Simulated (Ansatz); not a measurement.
The reference is InN in the wurtzite structure (space group P6_3mc, No. 186; a = 3.581 Å, c = 5.788 Å). Axes: x lies along a and z along c of the hexagonal cell.

Calculations: PBE (Ansatz, a quantum-chemistry and plane-wave program), without spin-orbit coupling.

Base values:

- Volume per atom: 16.06 Å³
- Pressure: 0.0 GPa

It is then changed as follows: biaxial strain +4.44 %, plane normal [001], relaxed out of plane (Cartesian); in-plane vectors clamped, the third vector and the atoms free.

Q: What happens to the volume per atom and pressure?

A: The volume per atom rises by 0.863 Å³, from 16.06 Å³ to 16.93 Å³; the pressure (mean of the normal stresses, compression positive) goes from zero to -5.9 GPa.

Stability against distortions was not tested. The final runs are not spin-polarised. Gaps under 0.05 eV, about the width of the smearing, are given as zero.
